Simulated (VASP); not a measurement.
# ZnO (P4_2/mnm) in VASP: a series of runs

The runs below take ZnO through relaxation of cell and atoms, with PBEsol, LDA.

Program: VASP 6.6.1. These are calculated values, not measurements. Logs are shortened: lines on timing, memory, paths and dates and some standing lists are left out, and cuts for length are marked.

**1. The crystal as given**

Symmetry: P4_2/mnm, No. 136, tetragonal system. The conventional cell has a = 5.518 Å, b = 5.518 Å, c = 3.259 Å, α = 90.00°, β = 90.00°, γ = 90.00°. Zn (site symmetry m2m) is surrounded by 4 O at 1.94 to 2.01 Å. O (site symmetry m2m) has 4 Zn at 1.94 to 2.01 Å as nearest neighbours.

Measurements of this composition are mostly on another form, of space group No. 186.

**2. Relaxation of cell and atoms, PBEsol**

File INCAR:

```
  PREC = Accurate
  ENCUT = 600
  EDIFF = 1E-7
  ISMEAR = 0
  SIGMA = 0.02
  LREAL = False
  LASPH = True
  NELM = 80
  ALGO = Normal
  ISIF = 3
  LWAVE = False
  LCHARG = False
  GGA = PS
  IBRION = 2
  NSW = 90
  EDIFFG = -0.005
```

File KPOINTS:

```
Automatic mesh
0
Gamma
  6 6 8
```

File POSCAR:

```
ZnO
1.0
    5.5175700700      0.0000000000      0.0000000000
    0.0000000000      5.5175700700      0.0000000000
    0.0000000000      0.0000000000      3.2587787700
Zn O
4 4
Direct
    0.1819728400      0.1819728400      0.5000000000
    0.8180271600      0.8180271600      0.5000000000
    0.6819728400      0.3180271600      0.0000000000
    0.3180271600      0.6819728400      0.0000000000
    0.8172472300      0.1827527700      0.5000000000
    0.1827527700      0.8172472300      0.5000000000
    0.6827527700      0.6827527700      0.0000000000
    0.3172472300      0.3172472300      0.0000000000
```

Potentials or basis: VASP PAW PBE potentials, release 64 (Zn, O).

Run with:

```
> cat potpaw_PBE.64/Zn/POTCAR potpaw_PBE.64/O/POTCAR > POTCAR
> mpirun -np 1 vasp_std > vasp.out
```

OUTCAR:

```text
PREC = Accurate
   ENCUT = 600
   EDIFF = 1E-7
   ISMEAR = 0
   LREAL = False
   LASPH = True
   NELM = 80
   ISIF = 3
   GGA = PS
   IBRION = 2
   NSW = 90
   EDIFFG = -0.005

 ion  position               nearest neighbor table
   1  0.182  0.182  0.500-   8 1.94   8 1.94   5 2.01   6 2.01   2 2.84
   2  0.818  0.818  0.500-   7 1.94   7 1.94   5 2.01   6 2.01   1 2.84
   3  0.682  0.318  0.000-   5 1.94   5 1.94   8 2.01   7 2.01   4 2.84
   4  0.318  0.682  0.000-   6 1.94   6 1.94   8 2.01   7 2.01   3 2.84
   5  0.817  0.183  0.500-   3 1.94   3 1.94   1 2.01   2 2.01
   6  0.183  0.817  0.500-   4 1.94   4 1.94   1 2.01   2 2.01
   7  0.683  0.683  0.000-   2 1.94   2 1.94   4 2.01   3 2.01
   8  0.317  0.317  0.000-   1 1.94   1 1.94   4 2.01   3 2.01

  LATTYP: Found a simple tetragonal cell.
 ALAT       =     5.5175700700
 C/A-ratio  =     0.5906184659

  Lattice vectors:

 A1 = (   5.5175700700,   0.0000000000,   0.0000000000)
 A2 = (   0.0000000000,   5.5175700700,   0.0000000000)
 A3 = (   0.0000000000,   0.0000000000,   3.2587787700)

Analysis of symmetry for initial positions (statically):
=====================================================================
 Subroutine PRICEL returns:
 Original cell was already a primitive cell.

 Routine SETGRP: Setting up the symmetry group for a
 simple tetragonal supercell.

 Subroutine GETGRP returns: Found 16 space group operations
 (whereof  8 operations were pure point group operations)
 out of a pool of 16 trial point group operations.

The static configuration has the point symmetry D_2h.
 The point group associated with its full space group is D_4h.

Analysis of symmetry for dynamics (positions and initial velocities):
=====================================================================
 Subroutine PRICEL returns:
 Original cell was already a primitive cell.

 Routine SETGRP: Setting up the symmetry group for a
 simple tetragonal supercell.

 Subroutine GETGRP returns: Found 16 space group operations
 (whereof  8 operations were pure point group operations)
 out of a pool of 16 trial point group operations.

The dynamic configuration has the point symmetry D_2h.
 The point group associated with its full space group is D_4h.

 Subroutine INISYM returns: Found 16 space group operations
 (whereof  8 operations are pure point group operations),
 and found     1 'primitive' translations

----------------------------------------------------------------------------------------

                                     Primitive cell

  volume of cell :      99.2089

  direct lattice vectors                    reciprocal lattice vectors
     5.517570070  0.000000000  0.000000000     0.181239203  0.000000000  0.000000000
     0.000000000  5.517570070  0.000000000     0.000000000  0.181239203  0.000000000
     0.000000000  0.000000000  3.258778770     0.000000000  0.000000000  0.306863420

  length of vectors
     5.517570070  5.517570070  3.258778770     0.181239203  0.181239203  0.306863420

  position of ions in fractional coordinates (direct lattice)
     0.181972840  0.181972840  0.500000000
     0.818027160  0.818027160  0.500000000
     0.681972840  0.318027160  0.000000000
     0.318027160  0.681972840  0.000000000
     0.817247230  0.182752770  0.500000000
     0.182752770  0.817247230  0.500000000
     0.682752770  0.682752770  0.000000000
     0.317247230  0.317247230  0.000000000

  ion indices of the primitive-cell ions
   primitive index   ion index
                 1           1
                 2           2
                 3           3
                 4           4
                 5           5
                 6           6
                 7           7
                 8           8

----------------------------------------------------------------------------------------

 KPOINTS: Automatic mesh

Automatic generation of k-mesh.
 Grid dimensions read from file:
 generate k-points for:    6    6    8

 Generating k-lattice:

  Cartesian coordinates                     Fractional coordinates (reciprocal lattice)
     0.030206534  0.000000000  0.000000000     0.166666667  0.000000000  0.000000000
     0.000000000  0.030206534  0.000000000     0.000000000  0.166666667  0.000000000
     0.000000000  0.000000000  0.038357928     0.000000000  0.000000000  0.125000000

  Length of vectors
     0.030206534  0.030206534  0.038357928

  Shift w.r.t. Gamma in fractional coordinates (k-lattice)
     0.000000000  0.000000000  0.000000000

 Subroutine IBZKPT returns following result:
 ===========================================

 Found     50 irreducible k-points:

 Following reciprocal coordinates:
            Coordinates               Weight
  0.000000  0.000000  0.000000      1.000000
  0.166667  0.000000  0.000000      4.000000
  0.333333  0.000000  0.000000      4.000000
  0.500000  0.000000  0.000000      2.000000
  0.166667  0.166667  0.000000      4.000000
  0.333333  0.166667  0.000000      8.000000
[... 16 lines left out ...]
  0.333333  0.000000  0.250000      8.000000
  0.500000  0.000000  0.250000      4.000000
 [... further k-points ...]
   k-points           NKPTS =     50   k-points in BZ     NKDIM =     50   number of bands    NBANDS=     43
   number of dos      NEDOS =    301   number of ions     NIONS =      8
   total plane-waves  NPLWV =  64512
   dimension x,y,z NGX =    48 NGY =   48 NGZ =   28
   dimension x,y,z NGXF=    96 NGYF=   96 NGZF=   56
   ions per type =               4   4
   NGX,Y,Z   is equivalent  to a cutoff of  14.46, 14.46, 14.28 a.u.
   NGXF,Y,Z  is equivalent  to a cutoff of  28.93, 28.93, 28.57 a.u.
 SYSTEM =  unknown system
   PREC   = accura    normal or accurate (medium, high low for compatibility)
   ISTART =      0    job   : 0-new  1-cont  2-samecut
   ICHARG =      2    charge: 1-file 2-atom 10-const
   ISPIN  =      1    spin polarized calculation?
   LNONCOLLINEAR =      F non collinear calculations
   LSORBIT =      F    spin-orbit coupling
   LASPH  =      T    aspherical Exc in radial PAW
   ENCUT  =  600.0 eV  44.10 Ry    6.64 a.u.  11.02 11.02  6.51*2*pi/ulx,y,z
   NELM   =     80;   NELMIN=  2; NELMDL= -5     # of ELM steps
   EDIFF  = 0.1E-06   stopping-criterion for ELM
   LREAL  =      F    real-space projection
   EDIFFG = -.5E-02   stopping-criterion for IOM
   NSW    =     90    number of steps for IOM
   IBRION =      2    ionic relax: 0-MD 1-quasi-New 2-CG
   NFREE  =      1    steps in history (QN), initial steepest desc. (CG)
   ISIF   =      3    stress and relaxation
   ISYM   =      2    0-nonsym 1-usesym 2-fastsym
   POTIM  = 0.5000    time-step for ionic-motion
   TEBEG  =    0.0;   TEEND  =   0.0 temperature during run
   PSTRESS=    0.0 pullay stress
   NELECT =      72.0000    total number of electrons
   NUPDOWN=      -1.0000    fix difference up-down
   EMIN   =  10.00;   EMAX   =-10.00  energy-range for DOS
   EFERMI =   0.00;   METHOD = LEGACY
   ISMEAR =     0;   SIGMA  =   0.02  broadening in eV -4-tet -1-fermi 0-gaus
   EFERMI_NEDOS =   21; number of points for ismear=-14 and -15
   IALGO  =     38    algorithm
   IMIX   =      4    mixing-type and parameters
     AMIX     =   0.40;   BMIX     =  1.00
     AMIX_MAG =   1.60;   BMIX_MAG =  1.00
  volume/ion in A,a.u.               =      12.40        83.69
  Fermi-wavevector in a.u.,A,eV,Ry     =   1.471190  2.780146 29.448455  2.164400
  Thomas-Fermi vector in A             =   2.586356
   LORBIT       =      0    0 simple, 1 ext, 2 COOP (PROOUT), +10 PAW based schemes
   GGA     = PS    functional components
   LHFCALC =     F    Hartree Fock is set to
   AEXX    =    0.0000 exact exchange contribution
   IVDW    =     0    specifies the selected vdW correction
   LEPSILON=     F    determine dielectric tensor
   LRPA    =     F    only Hartree local field effects (RPA)
 conjugate gradient relaxation of ions
 non-spin polarized calculation
 Gauss-broadening in eV      SIGMA  =   0.02
  energy-cutoff  :      600.00
  volume of cell :       99.21
 maximum number of plane-waves:      3344
 NGX is ok and might be reduce to    48
   NGX = 23   NGY = 23   NGZ = 13

--------------------------------------- Ionic step        1  -------------------------------------------

 number of electron      72.0000031 magnetization

 Free energy of the ion-electron system (eV)
  ---------------------------------------------------
  ext. energy  EPLUGINS =         0.00000000
  ---------------------------------------------------
  free energy    TOTEN  =       -38.58007234 eV

  energy without entropy =      -38.58007234  energy(sigma->0) =      -38.58007234

------------------------ aborting loop because EDIFF is reached ----------------------------------------

  FORCE on cell =-STRESS in cart. coord.  units (eV):
  Direction    XX          YY          ZZ          XY          YZ          ZX
  --------------------------------------------------------------------------------------
  -------------------------------------------------------------------------------------
  Total       -0.0869824     -0.0869824     -0.2558848      0.0000000      0.0000000      0.0000000
  in kB       -1.4047257     -1.4047257     -4.1324197      0.0000000      0.0000000      0.0000000
  external PRESSURE =      -2.3139570 kB  Pullay stress =       0.0000000 kB
[... 153 lines left out ...]
  energy  without entropy=      -38.5804539992  energy(sigma->0) =      -38.58045400

--------------------------------------- Ionic step        5  -------------------------------------------

 number of electron      72.0000021 magnetization

 Free energy of the ion-electron system (eV)
  ---------------------------------------------------
  ext. energy  EPLUGINS =         0.00000000
  ---------------------------------------------------
  free energy    TOTEN  =       -38.58067597 eV

  energy without entropy =      -38.58067597  energy(sigma->0) =      -38.58067597

 E-fermi :   0.9838     XC(G=0): -10.8987

 val. band max:        0.8642217805   @ k =   0.0000   0.0000   0.0000
 cond. band min:       1.5536031008   @ k =   0.0000   0.0000   0.0000
 fundamental gap:      0.6893813204
 Fermi energy:         0.9837725595

 k-point     1 :       0.0000    0.0000    0.0000
  band No.  band energies     occupation
      1     -17.2287      2.00000
      2     -16.4932      2.00000
      3     -16.4932      2.00000
      4     -16.4051      2.00000
      5      -5.5682      2.00000
      6      -5.2917      2.00000
[... 1093 lines left out ...]
     42       8.8695      0.00000
     43       9.6791      0.00000

 [... further k-points ...]

------------------------ aborting loop because EDIFF is reached ----------------------------------------

  FORCE on cell =-STRESS in cart. coord.  units (eV):
  Direction    XX          YY          ZZ          XY          YZ          ZX
  --------------------------------------------------------------------------------------
  -------------------------------------------------------------------------------------
  Total        0.0236479      0.0236479      0.0068052     -0.0000000      0.0000000      0.0000000
  in kB        0.3823240      0.3823240      0.1100224     -0.0000000      0.0000000      0.0000000
  external PRESSURE =       0.2915568 kB  Pullay stress =       0.0000000 kB
[... 23 lines left out ...]
  FREE ENERGIE OF THE ION-ELECTRON SYSTEM (eV)
  ---------------------------------------------------
  free  energy   TOTEN  =       -38.5806759652 eV

  energy  without entropy=      -38.5806759652  energy(sigma->0) =      -38.58067597

 reached required accuracy - stopping structural energy minimisation
```

Wall time 16 min (1 thread of Intel Xeon Platinum 8375C at 2.90GHz (Ice Lake), shared host); peak memory 0.36 GiB.

Results:

* Free energy: -38.5807 eV
* Relaxed volume: 12.39 Å³/atom
* Relaxed cell: a = 5.523 Å, b = 5.523 Å, c = 3.249 Å, α = 90.00°, β = 90.00°, γ = 90.00°
* Space group after relaxing (to 0.05 Å): P4_2/mnm (No. 136)
* Energy gained by relaxing: 0.1 meV/atom
* Ionic steps: 5
* Pressure after relaxing: 0.0 GPa
* Band gap on the k mesh: 0.69 eV, direct

The path:
```csv
step,energy change (eV),largest force (eV/Å),pressure (GPa),volume (Å³)
1,0.0000,0.0210,-0.23,99.21
2,-0.0002,0.0203,0.17,98.95
3,-0.0002,0.0204,0.09,99.01
4,-0.0004,0.0158,0.08,99.03
5,-0.0006,0.0020,0.03,99.10
```

Final structure:
```cif
data_structure
_symmetry_space_group_name_H-M 'P 1'
_symmetry_Int_Tables_number 1
_cell_length_a 5.5229
_cell_length_b 5.5229
_cell_length_c 3.2489
_cell_angle_alpha 90.000
_cell_angle_beta 90.000
_cell_angle_gamma 90.000
_cell_volume 99.10
loop_
_atom_site_label
_atom_site_type_symbol
_atom_site_fract_x
_atom_site_fract_y
_atom_site_fract_z
_atom_site_occupancy
Zn1 Zn 0.18206 0.18206 0.50000 1
Zn2 Zn 0.81794 0.81794 0.50000 1
Zn3 Zn 0.68206 0.31794 0.00000 1
Zn4 Zn 0.31794 0.68206 0.00000 1
O1 O 0.81799 0.18201 0.50000 1
O2 O 0.18201 0.81799 0.50000 1
O3 O 0.68201 0.68201 0.00000 1
O4 O 0.31799 0.31799 0.00000 1
```

Levels at points of the mesh, in eV from the valence-band top:
| k point | band 33 | band 34 | band 35 | band 36 | band 37 | band 38 | band 39 | band 40 |
| --- | --- | --- | --- | --- | --- | --- | --- | --- |
| (0.00, 0.00, 0.00) | -0.48 | -0.19 | -0.19 | 0.00 | 0.69 | 5.18 | 5.18 | 6.77 |
| (0.50, 0.00, 0.00) | -0.51 | -0.51 | -0.43 | -0.43 | 3.12 | 3.12 | 6.00 | 6.00 |
| (0.50, 0.50, 0.00) | -0.87 | -0.87 | -0.78 | -0.78 | 4.17 | 4.17 | 4.55 | 4.55 |
| (0.00, 0.00, 0.50) | -1.82 | -1.82 | -1.34 | -1.34 | 5.76 | 5.76 | 7.84 | 7.84 |
| (0.50, 0.00, 0.50) | -1.59 | -1.59 | -1.07 | -1.07 | 5.83 | 5.83 | 6.64 | 6.64 |
| (0.50, 0.50, 0.50) | -1.39 | -1.39 | -1.35 | -1.35 | 5.37 | 5.37 | 5.84 | 5.84 |

Caveat: the PAW data sets were made with another functional, which shifts forces and pressure a little.

(Part 1 of 2 ends here.)
